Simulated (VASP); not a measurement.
## InP: single point with r2SCAN+D4

**What was measured.**

From a printed reference work, data compilation, for a bulk crystal of InP at 1.6 K: band gap 1.4236 eV (direct).

Crystal: InP.

```
CELL_PARAMETERS angstrom
4.12598 0.00000 0.00000
2.06299 3.57321 0.00000
2.06299 1.19107 3.36885
ATOMIC_POSITIONS crystal
In 0.00000 0.00000 0.00000
P 0.25000 0.25000 0.25000
```

```
Program                : VASP 6.6.1
Task                   : single point
Functional             : r2SCAN
Dispersion             : D4
Potentials or basis    : VASP PAW PBE potentials, release 64 (In_d, P)
Cutoff                 : 520 eV
k mesh                 : 6 × 6 × 6
Occupations            : fermi-dirac, width 0.15 eV
Spin                   : no spin polarisation
Dipole correction      : no
Further INCAR settings : ALGO = Normal; EDIFF = 1e-06; NBANDS = 16
```

```yaml
Pressure: 1.9 GPa
Band_gap_on_the_k_mesh: 1.25 eV, direct
Dispersion_energy_per_atom: -0.121 eV
```

Levels at points of the mesh, in eV from the valence-band top:
```tsv
k point	band 5	band 6	band 7	band 8	band 9	band 10	band 11	band 12	band 13	band 14
(0.00, 0.00, 0.00)	-14.50	-12.10	0.00	0.00	0.00	1.25	4.44	4.44	4.44	9.19
(0.50, 0.00, 0.00)	-14.49	-10.24	-5.96	-1.03	-1.03	1.90	5.16	5.16	7.58	10.17
(0.50, 0.50, 0.00)	-14.46	-9.55	-5.94	-2.46	-2.46	1.98	2.55	9.98	10.41	10.41
```

It took 18 s on 1 thread of Intel(R) Xeon(R) 6975P-C (Granite Rapids), on a shared host, peak memory 0.18 GiB.

A measured gap of InP is 1.4236 eV (direct; 1.6 K; a printed reference work, data compilation); the calculated 1.25 eV misses it by -0.18 eV. Spin-orbit coupling on In is left out. The value is that of r2SCAN+D4, without temperature or zero-point motion.

Caveat: the PAW data sets were made with another functional, which shifts forces and pressure a little; spin-orbit coupling is left out, which moves the levels of the heavy elements.
